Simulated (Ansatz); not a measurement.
All numbers below come from Ansatz, DFT PBE, scalar-relativistic, plane waves, PAW. All cells share a 420 eV cutoff and Γ-centred k meshes spaced at most about 0.3 Å⁻¹ (about 0.25 or finer for metals, 2π included). No spin polarisation.

All energies are static (0 K, no zero-point motion).

Compare these two cells of Mg₃Sn₃N, each relaxed at this level.

A.

```
CELL_PARAMETERS angstrom
3.20634 0.00000 0.00000
0.00000 3.20634 0.00000
0.00000 0.00000 14.41204
ATOMIC_POSITIONS crystal
Mg 0.50000 0.50000 0.14475
Mg 0.50000 0.50000 0.85525
Mg 0.00000 0.00000 0.00000
Sn 0.00000 0.00000 0.70189
Sn 0.00000 0.00000 0.29811
Sn 0.50000 0.50000 0.50000
N 0.50000 0.50000 0.00000
```

B.

```
CELL_PARAMETERS angstrom
2.82740 -1.63310 0.00000
2.82740 1.63310 0.00000
-1.96251 0.00000 16.21441
ATOMIC_POSITIONS crystal
Mg 0.59471 0.59471 0.93893
Mg 0.30542 0.30542 0.06618
Mg 0.69362 0.69362 0.23724
Sn 0.14331 0.14331 0.58617
Sn 0.07966 0.07966 0.39651
Sn 0.20666 0.20666 0.77244
N 0.95016 0.95016 0.00253
```

Problem. Which is lower in energy, and by how much?

Solution. B is lower, by 79 meV/atom. A has space group P4/mmm (No. 123), 21.2 Å³/atom and no gap on its mesh; B has space group Cm (No. 8), 21.4 Å³/atom and no gap. Counting Mg or Sn atoms around N (for each partner element, those within 1.25 times its shortest distance or 1.15 times the sum of covalent radii, where it is the nearest in units of that sum or under 1.3), A and B both have N 6. Origin: A, invented; B, invented, then shaken at random and relaxed again. The lowest form computed isn't among them: it has space group P3m1 (No. 156), 20.9 Å³/atom and lies 11 meV/atom below the best shown.

Cells relaxed within their symmetry can be saddle points. Some structure types and database cells were kept out of the candidates from the start, so a known form may be missing.
